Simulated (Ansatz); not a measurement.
# Si₂W: what symmetry allows forces and stress to be

```xyz
3
Lattice="-1.6547 1.6547 4.0005 1.6547 -1.6547 4.0005 1.6547 1.6547 -4.0005" Properties=species:S:1:pos:R:3 pbc="T T T"
Si    0.0000    0.0000    2.3534
Si    0.0000    0.0000    5.6475
W     0.0000    0.0000    0.0000
```

These are results of DFT PBE, scalar-relativistic, plane waves, PAW (Ansatz), not measurements.

Cutoff 420 eV; k points 18×18×18 on the computed 3-atom cell (Γ-centred); Gaussian smearing, width 0.10 eV; no spin polarisation.

This distorted cell has space group I4/mmm, with 16 operations.

Question: Without a calculation: in which directions can each atom feel a force?

Answer: A force must be left unchanged by every operation that keeps its atom in place, so it lies in the space that those operations leave fixed. Atoms that the group maps onto each other feel forces of one size.
```json
{"atom": "Si1", "site symmetry": "4mm", "operations at the site": "8", "equivalent to atom": "1", "allowed force (Cartesian)": "along (0.00, 0.00, 1.00)"}
{"atom": "Si2", "site symmetry": "4mm", "operations at the site": "8", "equivalent to atom": "1", "allowed force (Cartesian)": "along (0.00, 0.00, 1.00)"}
{"atom": "W3", "site symmetry": "4/mmm", "operations at the site": "16", "equivalent to atom": "3", "allowed force (Cartesian)": "none"}
```

That leaves 1 independent force component of 9. A relaxation in this cell that keeps the symmetry moves the atoms in these directions alone.

Question: And the stress tensor?

Answer: It must be invariant under the point group, which leaves 2 independent components: yz, xz, xy vanish; xx = yy.

Question: Do the computed values obey this?

Answer: Yes. Forces (eV/Å):
```
Si1  0.000  0.000  4.721
Si2  0.000  0.000 -4.721
W3   0.000  0.000  0.000
```

Stress (GPa, compression positive, xx yy zz yz xz xy): -8.69 -8.69 12.83 0.00 0.00 0.00. The program imposes the same operations on density, forces and stress, so this confirms the analysis and is no independent test of the calculation.

Spin–orbit coupling is left out, which can shift energies with elements as heavy as these.